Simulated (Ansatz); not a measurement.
Runs of Ansatz 0.2.0 on Cu. It takes space group Cmcm (No. 63, orthorhombic). The conventional cell has a = 2.437 Å, b = 7.953 Å, c = 2.475 Å, α = 90.00°, β = 90.00°, γ = 90.00°. Around Cu (site symmetry m2m) lie 10 Cu at 2.44 to 2.54 Å. This isn't the form of Cu at room conditions, which is fcc.

```tsv
task	level	cell	points for each segment of the path	gap on the mesh (eV)	pressure (GPa)	relaxed volume (Å³/atom)	largest force (eV/Å)
relaxation of cell and atoms	PBEsol0	relaxed	-	none	0.0	11.99	-
relaxation of cell and atoms	PBE0	relaxed	-	none	0.0	(b)	-
band structure	HSE03	as given	4	none	6.5	-	0.06
single point	B3LYP	as given	-	none	(c)	-	(a)
single point	PBEsol0	as given	-	none	0.1	-	0.02
relaxation of cell and atoms	HSE06	relaxed	-	none	0.0	12.57	-
single point	PBE0	as given	-	none	(d)	-	0.06
relaxation of cell and atoms	B3LYP	relaxed	-	none	0.0	13.15	-
band structure	HSE06	as given	4	none	6.3	-	0.06
```

Alike in all rows: potentials or basis Ansatz PAW; no spin polarisation; k mesh 6 × 6 × 6; cutoff (eV) 420; smearing fermi-dirac 0.05 eV; the mesh is coarse, so values aren't converged.

Estimate the missing entries.

(a) 0.10; (b) 12.52; (c) 12.2; (d) 5.9.

Caveats: all runs use coarse meshes; the PAW data sets come from PBE, with cores solved anew for the run's functional, which leaves a small shift of forces and pressure; the thresholds are loose for stress (some runs); the plane-wave basis is chosen anew once the cell has moved, so the energies of steps on either side of that aren't comparable (some runs).

A gap of «none» marks a metal or a gap under the smearing width.
